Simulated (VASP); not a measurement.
The system is MoSe2.

```
Mo Se
1.0
     3.28800    0.00000    0.00000
    -1.64400    2.84749    0.00000
     0.00000    0.00000   12.90000
Mo Se
2 4
Direct
  0.33333 0.66667 0.25000
  0.66667 0.33333 0.75000
  0.33333 0.66667 0.62500
  0.66667 0.33333 0.12500
  0.33333 0.66667 0.87500
  0.66667 0.33333 0.37500
```

```yaml
Program: VASP 6.6.1
Task: relaxation of cell and atoms
Functional: PBE
Dispersion: D3(BJ)
Potentials_or_basis: VASP PAW PBE potentials, release 64 (Mo_sv, Se)
Cutoff: 600 eV
k_mesh: 9 × 9 × 2
Occupations: gaussian, width 0.03 eV
Spin: no spin polarisation
```

At the start: pressure 4.5 GPa; volume 20.13 Å³/atom.

Problem. Where does the relaxation end?

Solution. Over 14 steps the energy falls by 24.1 meV/atom and the volume is 19.74 Å³/atom (-1.9 %); space group P6_3/mmc (No. 194, to 0.05 Å).

The path:
| step | energy change (eV) | largest force (eV/Å) | pressure (GPa) | volume (Å³) |
| --- | --- | --- | --- | --- |
| 1 | 0.0000 | 1.1441 | 4.52 | 120.78 |
| 2 | 0.2308 | 1.2853 | -9.26 | 130.92 |
| 3 | -0.1073 | 0.1481 | -1.23 | 124.27 |
| 4 | -0.1075 | 0.1809 | -1.04 | 124.14 |
| 5 | -0.1225 | 0.1168 | -0.28 | 122.48 |
| 6 | -0.1232 | 0.0997 | -0.06 | 122.02 |
| 7 | -0.1275 | 0.0908 | -0.06 | 121.61 |
| 8 | -0.1379 | 0.0632 | -0.04 | 120.35 |
| 9 | -0.1435 | 0.0013 | 0.20 | 117.83 |
| 10 | -0.1443 | 0.0241 | 0.12 | 118.56 |
| 11 | -0.1444 | 0.0212 | 0.12 | 118.46 |
| 12 | -0.1443 | 0.0191 | 0.13 | 118.39 |
| 13 | -0.1425 | 0.1161 | -0.76 | 118.94 |
| 14 | -0.1444 | 0.0004 | 0.01 | 118.46 |

Final structure:
```cif
data_structure
_symmetry_space_group_name_H-M 'P 1'
_symmetry_Int_Tables_number 1
_cell_length_a 3.2787
_cell_length_b 3.2787
_cell_length_c 12.7250
_cell_angle_alpha 90.000
_cell_angle_beta 90.000
_cell_angle_gamma 120.000
_cell_volume 118.46
loop_
_atom_site_label
_atom_site_type_symbol
_atom_site_fract_x
_atom_site_fract_y
_atom_site_fract_z
_atom_site_occupancy
Mo1 Mo 0.33333 0.66667 0.25000 1
Mo2 Mo 0.66667 0.33333 0.75000 1
Se1 Se 0.33333 0.66667 0.61833 1
Se2 Se 0.66667 0.33333 0.11833 1
Se3 Se 0.33333 0.66667 0.88167 1
Se4 Se 0.66667 0.33333 0.38167 1
```
